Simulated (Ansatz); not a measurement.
Write the native input for Ansatz 0.2.0 that does the following.

```
Task                                : band structure
Functional                          : LDA
Potentials or basis                 : Ansatz PAW
Cutoff                              : 420 eV (not typed: the program's choice for these potentials)
k mesh                              : 9 × 9 × 9
Occupations                         : fermi-dirac, width 0.05 eV
Spin                                : no spin polarisation
Path                                : [["G", "X", "W", "K", "G", "L", "U", "W", "L", "K"], ["U", "X"]]
Points for each segment of the path : 14
```

The system is HfN.

```
Hf N
1.0
     0.00000    2.45482    2.45482
     2.45482    0.00000    2.45482
     2.45482    2.45482    0.00000
Hf N
1 1
Direct
  0.00000 0.00000 0.00000
  0.25000 0.25000 0.25000
```

The cell comes from a database or a generator and needn't be the stable form of this composition.

These files were run (other wordings do the same):

input.yaml

```yaml
crystal:
  lattice:
    - [0.0, 2.454822, 2.454822]
    - [2.454822, 0.0, 2.454822]
    - [2.454822, 2.454822, 0.0]
  atoms:
    - { symbol: Hf, position: [0.0, 0.0, 0.0] }
    - { symbol: "N", position: [0.25, 0.25, 0.25] }
hamiltonian:
  xc: lda
  pseudopotentials: { kind: paw }
kpoints:
  mp_grid: { grid: [9, 9, 9] }
  band_path:
    path:
      - [[0.0, 0.0, 0.0], [0.5, 0.0, 0.5], [0.5, 0.25, 0.75], [0.375, 0.375, 0.75], [0.0, 0.0, 0.0], [0.5, 0.5, 0.5], [0.625, 0.25, 0.625], [0.5, 0.25, 0.75], [0.5, 0.5, 0.5], [0.375, 0.375, 0.75]]
      - [[0.625, 0.25, 0.625], [0.5, 0.0, 0.5]]
    npoints: 14
scf:
  occupations: { method: fermi_dirac, width: 0.05 }
  n_extra_bands: 6
output:
  forces: true
  stress: true
  eigenvalues: true
  fatbands: true
```

Potentials or basis: Ansatz PAW.

The run is started by

```bash
$ ansatz run input.yaml --threads 2 --pin off --max-ram 5632MiB --backend cpu --events-out ev --progress --plain --runs-dir out
```

It gave:

```json
{
 "Pressure": "-9.7 GPa",
 "Band gap on the k mesh": "none (metal or under the smearing width)"
}
```

Caveat: the pressure holds a Pulay correction of +0.5 GPa for the finite cutoff; spin-orbit coupling is left out, which moves the levels of the heavy elements; the PAW data sets come from PBE, with cores solved anew for the run's functional, which leaves a small shift of forces and pressure.

Run time: 5.5 s on 2 threads of Arm Neoverse V1, with other jobs on the host, peak memory 0.3 GiB.
